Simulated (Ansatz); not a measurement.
# TiB2: response to strain

TiB2 is deformed so: equal xy, yz and zx engineering shear strains of +3 %. What stress and forces result, by LAPW, PAW and all-electron datasets made for the crystal?

Program: Ansatz 0.2.0. Level of theory: DFT PBE, scalar-relativistic. These are calculated values, not measurements.

### Step 1. The structure to begin with

Symmetry: P6/mmm, No. 191, hexagonal system. Conventional cell: a = 3.029 Å, b = 3.029 Å, c = 3.228 Å, α = 90.00°, β = 90.00°, γ = 120.00°. Ti (site symmetry 6/mmm) is surrounded by 12 B at 2.38 Å. Around B (site symmetry -6m2) lie 3 B at 1.75 Å and 6 Ti at 2.38 Å.

As a file:

```
CELL_PARAMETERS angstrom
3.02920 0.00000 0.00000
-1.51460 2.62336 0.00000
0.00000 0.00000 3.22840
ATOMIC_POSITIONS crystal
Ti 0.00000 0.00000 0.00000
B 0.33333 0.66667 0.50000
B 0.66667 0.33333 0.50000
```

Atoms are numbered in the order of the input: Ti1, B2, B3.

### Step 2. After the deformation

Space group P6/mmm before, P-1 after.

### Step 3. All-electron LAPW

File input.yaml:

```yaml
crystal:
  lattice:
    - [3.0291982016, 0.045437973, 0.045437973]
    - [-1.4752486619, 2.6006436092, 0.0166314524]
    - [0.048426, 0.048426, 3.2284]
  atoms:
    - { symbol: Ti, position: [0.0, 0.0, 0.0] }
    - { symbol: B, position: [0.3333333333, 0.6666666667, 0.5] }
    - { symbol: B, position: [0.6666666667, 0.3333333333, 0.5] }
kpoints:
  mp_grid: { grid: [15, 15, 13] }
  band_path:
    path:
      - [0.0, 0.0, 0.0]
      - [0.0, -0.5, 0.0]
      - [0.0, 0.0, 0.5]
      - [0.0, 0.0, 0.0]
      - [-0.5, 0.0, 0.0]
      - [-0.5, 0.5, -0.5]
      - [0.0, 0.0, 0.0]
      - [-0.5, 0.0, -0.5]
      - [-0.5, 0.5, 0.0]
    npoints: 5
scf:
  occupations: { method: fermi_dirac, width: 0.08 }
hamiltonian:
  xc: pbe
  pseudopotentials: { kind: all_electron, lapw: { basis_error: 0.001 } }
output:
  forces: true
  stress: true
  eigenvalues: true
```

Run with:

```bash
ansatz run input.yaml --threads 1 --pin off --max-ram 6144MiB --backend cpu --events-out ev --progress --plain --runs-dir out
```

The log of the run, shortened:

```text
LAPW: plane waves up to 9.131 Å⁻¹, error target 1.0e-3 eV per atom; small_component_spin mean_spin; B in spheres of 0.863 Å, 5 of its electrons in bands, Dirac shells []; Ti in spheres of 1.226 Å, 18 of its electrons in bands, Dirac shells []
[...]
Pseudopotentials: kind: all_electron
Pseudopotential: Ti, LAPW, valence charge 18, Koelling and Harmon's equation, gaussian nucleus
Pseudopotential: B, LAPW, valence charge 5, Koelling and Harmon's equation, gaussian nucleus
Functional definition: PBE
[...]
Crystal: 3 atoms, lattice volume = 25.638 Å³
Basis set: ecut = 317.6749381130679 eV, 339 PW (Γ), exchange–correlation at level 2
Bands: 18, of which v1, the nominal top of the filled ones, is band 14 counted from 1 (13 counted from 0)
Symmetry: 2 space group operations
Space group: P-1 (ITA 2), of the structure as read, at distance tolerance 2.9e-5 Å
k-points: 1463 of 2925
[...]
SCF iter   1: F=—  HF=-24590.640015 eV  |F-HF|=—  |Δ(HF+E_count)|=         —  Δρ=9.99e-2  dr2=4.48e0  ethr=1.60e-2  ⟨swp⟩=2.0  Hψ=172243  notcnv=0
[...]
the basis was enlarged: its passes take 106.2 KiB over the memory plan, 1 of 1 planned eigensolver slots
[...]
SCF iter   7: F=-24588.858802 eV  HF=-24588.858802 eV  |F-HF|=2.13e-9  |Δ(HF+E_count)|=   2.56e-8  Δρ=4.56e-6  dr2=4.21e-9  ethr=1.00e-9  ⟨swp⟩=3.0  Hψ=78545  notcnv=0
[...]
NSCF: frozen V_eff on 41 k-points
SCF converged after 7 iterations
Free energy (F): -24588.858802 eV
[...]
E sigma→0 (E₀):  -24588.854769 eV
Entropy (-TS):   -0.008066 eV (-2.689 meV/atom)
Fermi energy:    15.645953 eV
[...]
--- Forces (eV/Å), atoms counted from 1 ---
  atom   1  Ti     0.00000000     0.00000000     0.00000000
  atom   2  B     -0.10531556     0.01251885    -0.00846536
  atom   3  B      0.10531556    -0.01251885     0.00846536
[...]
--- Stress (GPa, compression-positive) ---
        1.378773      -8.532732      -7.438098
       -8.532732       1.271238      -7.428533
       -7.438098      -7.428533       0.511728
  P = ⅓ Tr σ = 1.0539 GPa (10.539 kbar)
--- Band table (eV; the first three rows and the last of 1463) ---
  k-point 0: bands = ["-422.8502", "-422.8064", "-422.8016", "-157.3606", "-157.3436", "-41.2805", "-17.6418", "-17.3501", "-17.3062", "2.1246", "12.8831", "13.1551", "13.3163", "13.5436", "17.4576", "17.5424", "19.2554", "19.3880"]
[...]
```

Wall time 2.9 min (1 thread of Intel Xeon Platinum 8488C (Sapphire Rapids), shared host); peak memory 2.5 GiB.

Result: pressure 1.05 GPa; no gap; largest force 0.106 eV/Å.

### Step 4. Frozen-core PAW

File input.yaml:

```yaml
crystal:
  lattice:
    - [3.0291982016, 0.045437973, 0.045437973]
    - [-1.4752486619, 2.6006436092, 0.0166314524]
    - [0.048426, 0.048426, 3.2284]
  atoms:
    - { symbol: Ti, position: [0.0, 0.0, 0.0] }
    - { symbol: B, position: [0.3333333333, 0.6666666667, 0.5] }
    - { symbol: B, position: [0.6666666667, 0.3333333333, 0.5] }
kpoints:
  mp_grid: { grid: [15, 15, 13] }
scf:
  occupations: { method: fermi_dirac, width: 0.08 }
hamiltonian:
  xc: pbe
  pseudopotentials: { kind: paw }
output:
  forces: true
  stress: true
  eigenvalues: true
  efg: { contact_densities: true }
```

Run with:

```bash
ansatz run input.yaml --threads 1 --pin off --max-ram 6144MiB --backend cpu --events-out ev --progress --plain --runs-dir out
```

The log of the run, shortened:

```text
[...]
Pseudopotentials: kind: paw
Pseudopotential: Ti, paw, valence charge 12, recommended cutoff 420 eV (normal)
Pseudopotential: B, paw, valence charge 3, recommended cutoff 420 eV (normal)
[... 1 set-up line as earlier in the session ...]
[...]
Crystal: 3 atoms, lattice volume = 25.638 Å³
Basis set: ecut = 420 eV, 497 PW (Γ), exchange–correlation on 48×40×48 points (8 copies of the dense FFT grid, shifted against one another)
Bands: 13, of which v1, the nominal top of the filled ones, is band 9 counted from 1 (8 counted from 0)
[... 2 set-up lines as earlier in the session ...]
k-points: 1463 of 2925
[...]
SCF iter   1: F=—  HF=-2814.641648 eV  |F-HF|=—  |Δ(HF+E_count)|=         —  Δρ=2.97e-3  dr2=1.68e-3  ethr=1.77e-3  ⟨swp⟩=4.3  Hψ=92446  notcnv=0
[...]
--- Stress (GPa, compression-positive) ---
        1.392515      -8.528195      -7.433611
       -8.528195       1.283777      -7.424079
       -7.433611      -7.424079       0.474130
  P = ⅓ Tr σ = 1.0501 GPa (10.501 kbar)
--- PAW observables at the nuclei: V_zz in 10²¹ V/m², potentials from the cell's mean, atoms counted from 1 ---
  atom   1  Ti V_zz =    +3.385238   η = 0.0860   by run symmetry: allowed
            electrostatic potential = -2533.004529 V   contact ρ = 56783.103636 e/Å³
  atom   2  B  V_zz =    +0.356884   η = 0.5870   by run symmetry: allowed
            electrostatic potential = -331.584954 V   contact ρ = 486.240713 e/Å³
  atom   3  B  V_zz =    +0.356884   η = 0.5870   by run symmetry: allowed
            electrostatic potential = -331.584954 V   contact ρ = 486.240713 e/Å³
--- Band table (eV; the first three rows and the last of 1463) ---
  k-point 0: bands = ["-41.7335", "-18.0950", "-17.8012", "-17.7570", "1.6670", "12.4280", "12.7002", "12.8612", "13.0881", "17.0012", "17.0861", "18.7999", "18.9329"]
[...]
```

It took 19 s on 1 thread of Intel Xeon Platinum 8488C (Sapphire Rapids), shared host; peak memory 0.79 GiB.

This run gives: pressure 1.05 GPa; no gap; largest force 0.107 eV/Å; Vzz Ti1 3.39 (η = 0.09), B2 0.36 (η = 0.59) (10²¹ V/m²).

### Step 5. Datasets made for this crystal

Changes to input.yaml since step 4:

```diff
@@ -15,3 +15,3 @@
   xc: pbe
-  pseudopotentials: { kind: paw }
+  pseudopotentials: { kind: all_electron, datasets: crystal }
 output:
```

Run with:

```bash
ansatz run input.yaml --threads 1 --pin off --max-ram 6144MiB --backend cpu --events-out ev --progress --plain --runs-dir out
```

The log of the run:

```text
hamiltonian.pseudopotentials.datasets: crystal makes datasets for this crystal and solves the spheres of its atoms anew in each pass: cutoff 360.0 eV, the density's 1440.0 eV; for an error of 0.50 meV an atom under PBE, 1.5 meV for the cell; an energy difference from a run of another recipe may be off by several times the error for the cell, under r2SCAN by more, where some 0.1 meV an atom stays at smaller errors; B in spheres of 0.863 Å, 3 of its electrons in bands; Ti in spheres of 1.376 Å, 4 of its electrons in bands, 8 on its site; only band paths and densities of states list, in semicore columns, the levels of the semicore shells that are solved separately: 3s of Ti, 3p of Ti
Engine: ansatz 0.2.0
[... 1 set-up line as earlier in the session ...]
Pseudopotential: Ti, paw, valence charge 12, recommended cutoff 360 eV (normal), Koelling and Harmon's equation, gaussian nucleus
Pseudopotential: B, paw, valence charge 3, recommended cutoff 360 eV (normal), Koelling and Harmon's equation, gaussian nucleus
[... 1 set-up line as earlier in the session ...]
  parameter kappa = 0.804
  parameter beta = 0.06672455060314922
  exchange = pbe_x(kappa = kappa, mu = beta*pi^2/3)
  correlation = pbe_c(beta = beta)
Crystal: 3 atoms, lattice volume = 25.638 Å³
Basis set: ecut = 360 eV, 395 PW (Γ), exchange–correlation on 40×40×40 points (8 copies of the dense FFT grid, shifted against one another)
Bands: 9, of which v1, the nominal top of the filled ones, is band 5 counted from 1 (4 counted from 0)
[... 2 set-up lines as earlier in the session ...]
k-points: 1463 of 2925
Non-local potential: Ti, projectors of the file, l = 0: 1, l = 1: 1, l = 2: 2
Non-local potential: B, projectors of the file, l = 0: 1, l = 1: 1
PAW form: soft (Blöchl's): semilocal exchange-correlation on the pseudo side does not see the compensation charge
PAW one-centre angular grid: Ti, 590 points (default); XC on its mesh's 1951 points in the sphere
PAW one-centre angular grid: B, 110 points (default); XC on its mesh's 1927 points in the sphere
Initial density: superposition of atomic densities (neutral atoms: chi_scale 0, normalization atom)
Initial wavefunctions: pseudopotential atomic-orbital guess
Functional: x = pbe(κ = 0.804, μ = 0.2195149727645171), c = pbe(β = 0.06672455060314922)
iter 1 solved again at ethr=5.99e-2 eV; its pass at ethr=1.00e-1 eV (dr2=5.99e0 eV) is discarded
SCF iter   1: F=—  HF=-24590.425198 eV  |F-HF|=—  |Δ(HF+E_count)|=         —  Δρ=1.27e-1  dr2=6.76e0  ethr=5.99e-2  ⟨swp⟩=2.0  Hψ=83448  notcnv=0
preconditioner: auto → none  [metal: Δε(μ)=0.021 eV  Ē_g=9.786 eV  σ=0.080 eV  W_gap=0.06  n_scr=2 (ndim 8)  ℏωp=23.2 eV  f_vac=0.000  D(μ)=0.39/eV (n_scr^D=0)  sad-step TF]
SCF iter   2: F=—  HF=-24588.995499 eV  |F-HF|=—  |Δ(HF+E_count)|=    1.43e0  Δρ=4.14e-2  dr2=7.17e-1  ethr=5.99e-2  ⟨swp⟩=3.3  Hψ=31037  notcnv=0  defer=121
iter 3 solved again at ethr=6.58e-4 eV; its pass at ethr=7.17e-3 eV (dr2=6.58e-2 eV) is discarded
SCF iter   3: F=—  HF=-24588.884336 eV  |F-HF|=—  |Δ(HF+E_count)|=   1.11e-1  Δρ=1.46e-2  dr2=6.94e-2  ethr=6.58e-4  ⟨swp⟩=2.2  Hψ=74057  notcnv=0  defer=118
SCF iter   4: F=—  HF=-24588.868691 eV  |F-HF|=—  |Δ(HF+E_count)|=   1.56e-2  Δρ=9.65e-3  dr2=4.59e-2  ethr=6.58e-4  ⟨swp⟩=3.9  Hψ=41474  notcnv=0  defer=7
SCF iter   5: F=—  HF=-24588.857250 eV  |F-HF|=—  |Δ(HF+E_count)|=   1.14e-2  Δρ=3.05e-3  dr2=4.27e-3  ethr=4.59e-4  ⟨swp⟩=2.0  Hψ=25655  notcnv=0  defer=12
SCF iter   6: F=—  HF=-24588.859645 eV  |F-HF|=—  |Δ(HF+E_count)|=   2.40e-3  Δρ=1.06e-3  dr2=4.76e-4  ethr=4.27e-5  ⟨swp⟩=3.6  Hψ=25218  notcnv=0  defer=4
SCF iter   7: F=—  HF=-24588.859608 eV  |F-HF|=—  |Δ(HF+E_count)|=   3.74e-5  Δρ=1.59e-4  dr2=6.06e-6  ethr=4.76e-6  ⟨swp⟩=3.0  Hψ=35035  notcnv=0  defer=6
SCF iter   8: F=—  HF=-24588.859616 eV  |F-HF|=—  |Δ(HF+E_count)|=   7.88e-6  Δρ=1.09e-4  dr2=4.16e-6  ethr=6.06e-8  ⟨swp⟩=3.7  Hψ=29764  notcnv=0  defer=2
SCF iter   9: F=—  HF=-24588.859615 eV  |F-HF|=—  |Δ(HF+E_count)|=   7.63e-7  Δρ=5.90e-5  dr2=1.27e-6  ethr=4.16e-8  ⟨swp⟩=2.0  Hψ=20865  notcnv=0  defer=3
SCF iter  10: F=-24588.859615 eV  HF=-24588.859615 eV  |F-HF|=5.49e-8  |Δ(HF+E_count)|=   2.52e-7  Δρ=1.35e-5  dr2=5.28e-8  ethr=1.27e-8  ⟨swp⟩=3.0  Hψ=22945  notcnv=0  defer=3
SCF 1 converged in 10 iterations: F = -24588.859628 eV  dr2 = 5.28e-8
  Residual-converged pass: ⟨swp⟩=4.9  Hψ=37290  notcnv=0  max |occ|·‖R‖ = 6.5e-6 eV (tolerance 6.5e-6 eV)  dr2=4.82e-8  dr2_onsite=1.99e-8  max |Δocc| = 5.2e-8
SCF converged after 10 iterations
Free energy (F): -24588.859628 eV
Harris-Foulkes:  -24588.859628 eV  (|F-HF|=5.49e-8)
Internal energy: -24588.851562 eV  (E = F + TS)
E sigma→0 (E₀):  -24588.855595 eV
Entropy (-TS):   -0.008066 eV (-2.689 meV/atom)
Past the cutoff: the bands carry plane waves up to 1.75 times it, of which those up to 1.5 times it add -0.000756 eV an atom, each by itself; the spheres take 0.000166 eV an atom off the energy for waves past 1.75 times it
By the cutoff:   a pressure is off by up to 0.008 GPa (1.2 times the spheres' own share and the shells' term, over an atom's volume, and 0.004 GPa: a bound that held against runs at twice the plane waves)
Past the cutoffs: a stress includes 0.0046 GPa for waves and charges beyond them, in addition to the slope of what the spheres take
In the spheres:  the bands' charges fall short by 5.9e-7 e at most (sound up to 1e-3), those of shells solved beside the bands by 5.5e-7 e (sound up to 5e-4)
Fermi energy:    15.646101 eV
--- Per-component energies (eV) ---
  The terms above E_closure are by the made datasets' own strengths, without shells solved beside the bands.
--- Forces (eV/Å), atoms counted from 1 ---
  atom   1  Ti     0.00000000     0.00000000     0.00000000
  atom   2  B     -0.10526125     0.01251586    -0.00846144
  atom   3  B      0.10526125    -0.01251586     0.00846144
  max |Σ_I F_I| component: 0.00e0 eV/Å
--- Stress (GPa, compression-positive) ---
        1.376792      -8.532980      -7.438211
       -8.532980       1.269406      -7.428595
       -7.438211      -7.428595       0.515755
  P = ⅓ Tr σ = 1.0540 GPa (10.540 kbar)
  It holds what live shells' own plane waves past their cutoff add
--- PAW observables at the nuclei: V_zz in 10²¹ V/m², potentials from the cell's mean, atoms counted from 1 ---
  atom   1  Ti V_zz =    +3.380225   η = 0.0986   by run symmetry: allowed
            electrostatic potential = -2532.878231 V   contact ρ = 56830.560574 e/Å³
  atom   2  B  V_zz =    +0.383080   η = 0.5666   by run symmetry: allowed
            electrostatic potential = -331.598538 V   contact ρ = 486.263159 e/Å³
  atom   3  B  V_zz =    +0.383080   η = 0.5666   by run symmetry: allowed
            electrostatic potential = -331.598538 V   contact ρ = 486.263159 e/Å³
--- Band table (eV; the first three rows and the last of 1463) ---
  k-point 0: bands = ["2.1246", "12.8830", "13.1551", "13.3163", "13.5438", "17.4580", "17.5427", "19.2554", "19.3880"]
  k-point 1: bands = ["2.2036", "12.4280", "12.9508", "13.2244", "14.3360", "17.2532", "17.3513", "19.1065", "19.2483"]
  k-point 2: bands = ["2.4338", "11.3963", "13.1378", "13.4081", "15.1400", "16.7944", "16.9124", "18.6990", "18.8632"]
  k-point 1462: bands = ["5.4430", "7.2854", "11.9792", "12.3589", "13.9788", "16.8167", "18.1322", "18.6571", "19.5398"]
  guard bands above this table: 0 of the run's 9 bands, where the rule asks 2: the bands that hold charge and the lowest empty level above them stay in the table. A level can be missing at the table's top as with no guard band: raise scf.n_extra_bands
```

Run time: 85 s. Hardware: 1 thread of Intel Xeon Platinum 8488C (Sapphire Rapids), shared host; peak memory 1.8 GiB.

Read from it: pressure 1.05 GPa; no gap; largest force 0.106 eV/Å; Vzz Ti1 3.38 (η = 0.10), B2 0.38 (η = 0.57) (10²¹ V/m²).

### Step 6. Stress and forces compared

Stress (GPa, compression positive):

```csv
method,xx,yy,zz,yz,xz,xy
LAPW,1.38,1.27,0.51,-7.43,-7.44,-8.53
PAW,1.39,1.28,0.47,-7.42,-7.43,-8.53
crystal datasets,1.38,1.27,0.52,-7.43,-7.44,-8.53
```

Forces (eV/Å):

```csv
atom,LAPW x,LAPW y,LAPW z,PAW x,PAW y,PAW z,crystal datasets x,crystal datasets y,crystal datasets z
Ti1,0.000,0.000,0.000,0.000,0.000,0.000,0.000,0.000,0.000
B2,-0.105,0.013,-0.008,-0.106,0.013,-0.008,-0.105,0.013,-0.008
B3,0.105,-0.013,0.008,0.106,-0.013,0.008,0.105,-0.013,0.008
```

| method | pressure (GPa) | largest force (eV/Å) | Vzz Ti1 (10²¹ V/m²) | Vzz B2 (10²¹ V/m²) | SCF cycles, all passes |
| --- | --- | --- | --- | --- | --- |
| LAPW | 1.05 | 0.106 | – | – | 7 |
| PAW | 1.05 | 0.107 | 3.39 | 0.36 | 6 |
| crystal datasets | 1.05 | 0.106 | 3.38 | 0.38 | 10 |

### Step 7. Outcome

```
                                 quantity                                           value
                                 pressure  LAPW 1.05, PAW 1.05, crystal datasets 1.05 GPa
largest shear or deviatoric stress (LAPW)                                        8.53 GPa
```

What this shows: The largest part of the stress beyond the pressure is 8.53 GPa in size, in the xy component; the atoms are carried along and not relaxed. No run of the undeformed cell stands beside it, so the pressure holds what the given cell had before the change. PAW: stress within 0.04 GPa of LAPW, forces within 1 meV/Å. Crystal datasets: stress within 0.01 GPa of LAPW, forces within 1 meV/Å.
